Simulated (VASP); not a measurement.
# AlNi3 (Pm-3m) in VASP: single point with LDA

Aim: the single point of AlNi3 with LDA.

Program: VASP 6.6.1. These are calculated values, not measurements. Logs are shortened: lines on timing, memory, paths and dates and some standing lists are left out, and cuts for length are marked.

## 1. The structure

Symmetry: Pm-3m, No. 221, cubic system. The conventional cell has a = 3.568 Å, b = 3.568 Å, c = 3.568 Å, α = 90.00°, β = 90.00°, γ = 90.00°. Al (site symmetry m-3m) has 12 Ni at 2.52 Å as nearest neighbours. Ni (site symmetry 4/mmm) is surrounded by 4 Al at 2.52 Å and 8 Ni at 2.52 Å.

The cell was built by a generator and isn't the measured one.

## 2. Single point, LDA, collinear spin, typed start

INCAR reads:

```
SYSTEM = AlNi3
  PREC = Accurate
  ENCUT = 520
  EDIFF = 1E-6
  ISMEAR = 0
  SIGMA = 0.1
  LREAL = .False.
  LASPH = .True.
  NELM = 150
  ALGO = Normal
  ISIF = 2
  LWAVE = .False.
  LCHARG = .True.
  ISPIN = 2
  MAGMOM = 0 0.5 0.5 0.5
  LORBIT = 11
  LMAXMIX = 4
  LELF = .True.
  LVHAR = .True.
  NBANDS = 28
```

KPOINTS reads:

```
Automatic mesh
0
Gamma
  6 6 6
  0 0 0
```

POSCAR reads:

```
AlNi3
1.0
    3.5680000000      0.0000000000      0.0000000000
    0.0000000000      3.5680000000      0.0000000000
    0.0000000000      0.0000000000      3.5680000000
Al Ni
1 3
Direct
    0.0000000000      0.0000000000      0.0000000000
    0.0000000000      0.5000000000      0.5000000000
    0.5000000000      0.0000000000      0.5000000000
    0.5000000000      0.5000000000      0.0000000000
```

Potentials or basis: VASP PAW LDA potentials, release 64 (Al, Ni).

Command:

```
$ cat potpaw_LDA.64/Al/POTCAR potpaw_LDA.64/Ni/POTCAR > POTCAR
$ mpirun -np 1 vasp_std > vasp.out
```

OUTCAR:

```text
SYSTEM = AlNi3
   PREC = Accurate
   ENCUT = 520
   EDIFF = 1E-6
   ISMEAR = 0
   LREAL = .False.
   LASPH = .True.
   NELM = 150
   ISIF = 2
   ISPIN = 2
   LORBIT = 11

 ion  position               nearest neighbor table
   1  0.000  0.000  0.000-   2 2.52   3 2.52   4 2.52   2 2.52   3 2.52   2 2.52   4 2.52   2 2.52
                             3 2.52   4 2.52   3 2.52   4 2.52
   2  0.000  0.500  0.500-   1 2.52   3 2.52   4 2.52   1 2.52   4 2.52   1 2.52   3 2.52   1 2.52
                             3 2.52   4 2.52   4 2.52   3 2.52
   3  0.500  0.000  0.500-   1 2.52   2 2.52   4 2.52   1 2.52   4 2.52   2 2.52   4 2.52   4 2.52
                             1 2.52   2 2.52   1 2.52   2 2.52
   4  0.500  0.500  0.000-   1 2.52   2 2.52   3 2.52   2 2.52   3 2.52   1 2.52   3 2.52   3 2.52
                             1 2.52   2 2.52   2 2.52   1 2.52

  LATTYP: Found a simple cubic cell.
 ALAT       =     3.5680000000

  Lattice vectors:

 A1 = (   3.5680000000,   0.0000000000,   0.0000000000)
 A2 = (   0.0000000000,   3.5680000000,   0.0000000000)
 A3 = (   0.0000000000,   0.0000000000,   3.5680000000)

Analysis of symmetry for initial positions (statically):
=====================================================================
 Subroutine PRICEL returns:
 Original cell was already a primitive cell.

 Routine SETGRP: Setting up the symmetry group for a
 simple cubic supercell.

 Subroutine GETGRP returns: Found 48 space group operations
 (whereof 48 operations were pure point group operations)
 out of a pool of 48 trial point group operations.

The static configuration has the point symmetry O_h .

Analysis of symmetry for dynamics (positions and initial velocities):
=====================================================================
 Subroutine PRICEL returns:
 Original cell was already a primitive cell.

 Routine SETGRP: Setting up the symmetry group for a
 simple cubic supercell.

 Subroutine GETGRP returns: Found 48 space group operations
 (whereof 48 operations were pure point group operations)
 out of a pool of 48 trial point group operations.

The dynamic configuration has the point symmetry O_h .

Analysis of structural, dynamic, and magnetic symmetry:
=====================================================================
 Subroutine PRICEL returns:
 Original cell was already a primitive cell.

 Routine SETGRP: Setting up the symmetry group for a
 simple cubic supercell.

 Subroutine GETGRP returns: Found 48 space group operations
 (whereof 48 operations were pure point group operations)
 out of a pool of 48 trial point group operations.

The overall configuration has the point symmetry O_h .

 Subroutine INISYM returns: Found 48 space group operations
 (whereof 48 operations are pure point group operations),
 and found     1 'primitive' translations

----------------------------------------------------------------------------------------

                                     Primitive cell

  volume of cell :      45.4229

  direct lattice vectors                    reciprocal lattice vectors
     3.568000000  0.000000000  0.000000000     0.280269058  0.000000000  0.000000000
     0.000000000  3.568000000  0.000000000     0.000000000  0.280269058  0.000000000
     0.000000000  0.000000000  3.568000000     0.000000000  0.000000000  0.280269058

  length of vectors
     3.568000000  3.568000000  3.568000000     0.280269058  0.280269058  0.280269058

  position of ions in fractional coordinates (direct lattice)
     0.000000000  0.000000000  0.000000000
     0.000000000  0.500000000  0.500000000
     0.500000000  0.000000000  0.500000000
     0.500000000  0.500000000  0.000000000

  ion indices of the primitive-cell ions
   primitive index   ion index
                 1           1
                 2           2
                 3           3
                 4           4

----------------------------------------------------------------------------------------

 KPOINTS: Automatic mesh

Automatic generation of k-mesh.
 Grid dimensions read from file:
 generate k-points for:    6    6    6

 Generating k-lattice:

  Cartesian coordinates                     Fractional coordinates (reciprocal lattice)
     0.046711510  0.000000000  0.000000000     0.166666667  0.000000000  0.000000000
     0.000000000  0.046711510  0.000000000     0.000000000  0.166666667  0.000000000
     0.000000000  0.000000000  0.046711510     0.000000000  0.000000000  0.166666667

  Length of vectors
     0.046711510  0.046711510  0.046711510

  Shift w.r.t. Gamma in fractional coordinates (k-lattice)
     0.000000000  0.000000000  0.000000000

 Subroutine IBZKPT returns following result:
 ===========================================

 Found     20 irreducible k-points:

 Following reciprocal coordinates:
            Coordinates               Weight
  0.000000  0.000000  0.000000      1.000000
  0.166667  0.000000  0.000000      6.000000
  0.333333  0.000000  0.000000      6.000000
  0.500000  0.000000  0.000000      3.000000
  0.166667  0.166667  0.000000     12.000000
  0.333333  0.166667  0.000000     24.000000
[... 12 lines left out ...]
  0.500000  0.500000  0.333333      6.000000
  0.500000  0.500000  0.500000      1.000000
   k-points           NKPTS =     20   k-points in BZ     NKDIM =     20   number of bands    NBANDS=     28
   number of dos      NEDOS =    301   number of ions     NIONS =      4
   total plane-waves  NPLWV =  21952
   dimension x,y,z NGX =    28 NGY =   28 NGZ =   28
   dimension x,y,z NGXF=    56 NGYF=   56 NGZF=   56
   ions per type =               1   3
   NGX,Y,Z   is equivalent  to a cutoff of  13.05, 13.05, 13.05 a.u.
   NGXF,Y,Z  is equivalent  to a cutoff of  26.09, 26.09, 26.09 a.u.
 SYSTEM =  AlNi3
   PREC   = accura    normal or accurate (medium, high low for compatibility)
   ISTART =      0    job   : 0-new  1-cont  2-samecut
   ICHARG =      2    charge: 1-file 2-atom 10-const
   ISPIN  =      2    spin polarized calculation?
   LNONCOLLINEAR =      F non collinear calculations
   LSORBIT =      F    spin-orbit coupling
   LASPH  =      T    aspherical Exc in radial PAW
   ENCUT  =  520.0 eV  38.22 Ry    6.18 a.u.   6.63  6.63  6.63*2*pi/ulx,y,z
   NELM   =    150;   NELMIN=  2; NELMDL= -5     # of ELM steps
   EDIFF  = 0.1E-05   stopping-criterion for ELM
   LREAL  =      F    real-space projection
   EDIFFG = 0.1E-04   stopping-criterion for IOM
   NSW    =      0    number of steps for IOM
   IBRION =     -1    ionic relax: 0-MD 1-quasi-New 2-CG
   NFREE  =      0    steps in history (QN), initial steepest desc. (CG)
   ISIF   =      2    stress and relaxation
   ISYM   =      2    0-nonsym 1-usesym 2-fastsym
   POTIM  = 0.5000    time-step for ionic-motion
   TEBEG  =    0.0;   TEEND  =   0.0 temperature during run
   PSTRESS=    0.0 pullay stress
   NELECT =      33.0000    total number of electrons
   NUPDOWN=      -1.0000    fix difference up-down
   EMIN   =  10.00;   EMAX   =-10.00  energy-range for DOS
   EFERMI =   0.00;   METHOD = LEGACY
   ISMEAR =     0;   SIGMA  =   0.10  broadening in eV -4-tet -1-fermi 0-gaus
   EFERMI_NEDOS =   21; number of points for ismear=-14 and -15
   IALGO  =     38    algorithm
   IMIX   =      4    mixing-type and parameters
     AMIX     =   0.40;   BMIX     =  1.00
     AMIX_MAG =   1.60;   BMIX_MAG =  1.00
  volume/ion in A,a.u.               =      11.36        76.63
  Fermi-wavevector in a.u.,A,eV,Ry     =   1.471707  2.781123 29.469143  2.165921
  Thomas-Fermi vector in A             =   2.586810
   LORBIT       =     11    0 simple, 1 ext, 2 COOP (PROOUT), +10 PAW based schemes
   GGA     = CA    functional components
   LHFCALC =     F    Hartree Fock is set to
   AEXX    =    0.0000 exact exchange contribution
   IVDW    =     0    specifies the selected vdW correction
   LEPSILON=     F    determine dielectric tensor
   LRPA    =     F    only Hartree local field effects (RPA)
 spin polarized calculation
 Gauss-broadening in eV      SIGMA  =   0.10
  energy-cutoff  :      520.00
  volume of cell :       45.42
 maximum number of plane-waves:      1237
 NGX is ok and might be reduce to    28
   NGX = 13   NGY = 13   NGZ = 13

 number of electron      33.0000021 magnetization       0.5990605

 Free energy of the ion-electron system (eV)
  ---------------------------------------------------
  ext. energy  EPLUGINS =         0.00000000
  ---------------------------------------------------
  free energy    TOTEN  =       -25.69275621 eV

  energy without entropy =      -25.66855313  energy(sigma->0) =      -25.68065467

 E-fermi :   9.0822     XC(G=0): -12.9507

 val. band max:        9.0366512113   @ k =   0.3333   0.3333   0.1667
 cond. band min:       9.0909192731   @ k =   0.5000   0.1667   0.1667
 fundamental gap:      0.0542680619
 Fermi energy:         9.0821913989

 spin component 1

 k-point     1 :       0.0000    0.0000    0.0000
  band No.  band energies     occupation
      1      -0.7554      1.00000
      2       4.8647      1.00000
      3       5.5367      1.00000
      4       5.5367      1.00000
      5       5.8827      1.00000
      6       5.8827      1.00000
[... 609 lines left out ...]
     27      28.7323      0.00000
     28      28.7323      0.00000
 Fermi energy:         9.0821913989

 spin component 2

 k-point     1 :       0.0000    0.0000    0.0000
  band No.  band energies     occupation
      1      -0.7521      1.00000
      2       4.9617      1.00000
      3       5.6570      1.00000
      4       5.6570      1.00000
      5       6.0772      1.00000
      6       6.0772      1.00000
[... 609 lines left out ...]
     27      28.7304      0.00000
     28      28.7304      0.00000

------------------------ aborting loop because EDIFF is reached ----------------------------------------

  FORCE on cell =-STRESS in cart. coord.  units (eV):
  Direction    XX          YY          ZZ          XY          YZ          ZX
  --------------------------------------------------------------------------------------
  -------------------------------------------------------------------------------------
  Total       -3.8601816     -3.8601816     -3.8601816      0.0000000      0.0000000      0.0000000
  in kB     -136.1581933   -136.1581933   -136.1581933      0.0000000      0.0000000      0.0000000
  external PRESSURE =    -136.1581933 kB  Pullay stress =       0.0000000 kB

 VOLUME and BASIS-vectors are now :
 -----------------------------------------------------------------------------
  energy-cutoff  :      520.00
  volume of cell :       45.42
      direct lattice vectors                 reciprocal lattice vectors
     3.568000000  0.000000000  0.000000000     0.280269058  0.000000000  0.000000000
     0.000000000  3.568000000  0.000000000     0.000000000  0.280269058  0.000000000
     0.000000000  0.000000000  3.568000000     0.000000000  0.000000000  0.280269058

 POSITION                                       TOTAL-FORCE (eV/Angst)
 -----------------------------------------------------------------------------------
      0.00000      0.00000      0.00000         0.000000      0.000000      0.000000
      0.00000      1.78400      1.78400         0.000000      0.000000      0.000000
      1.78400      0.00000      1.78400         0.000000      0.000000      0.000000
      1.78400      1.78400      0.00000         0.000000      0.000000      0.000000
 -----------------------------------------------------------------------------------
    total drift:                                0.000000      0.000000      0.000000

  FREE ENERGIE OF THE ION-ELECTRON SYSTEM (eV)
  ---------------------------------------------------
  free  energy   TOTEN  =       -25.6927562111 eV

  energy  without entropy=      -25.6685531266  energy(sigma->0) =      -25.68065467

 total charge

# of ion       s       p       d       tot
------------------------------------------
    1        0.411   0.392   0.000   0.803
    2        0.494   0.508   8.394   9.396
    3        0.494   0.508   8.394   9.396
    4        0.494   0.508   8.394   9.396
--------------------------------------------------
tot          1.893   1.917  25.183  28.992

 magnetization (x)

# of ion       s       p       d       tot
------------------------------------------
    1        0.001  -0.006   0.000  -0.005
    2       -0.001  -0.003   0.211   0.207
    3       -0.001  -0.003   0.211   0.207
    4       -0.001  -0.003   0.211   0.207
--------------------------------------------------
tot         -0.003  -0.015   0.633   0.615
```

Wall time 24 s (1 thread of Intel Xeon 6975P-C (Granite Rapids), shared host); peak memory 0.16 GiB.

Results:

```
Free energy                                           : -25.6928 eV
Pressure                                              : -13.6 GPa
Band gap on the k mesh                                : none (metal or under the smearing width)
Net moment                                            : 0.60 μB per cell
Site moments                                          : Al -0.01; Ni +0.21 μB
Valence electrons inside the program's atomic spheres : Al 0.80; Ni 9.40
```
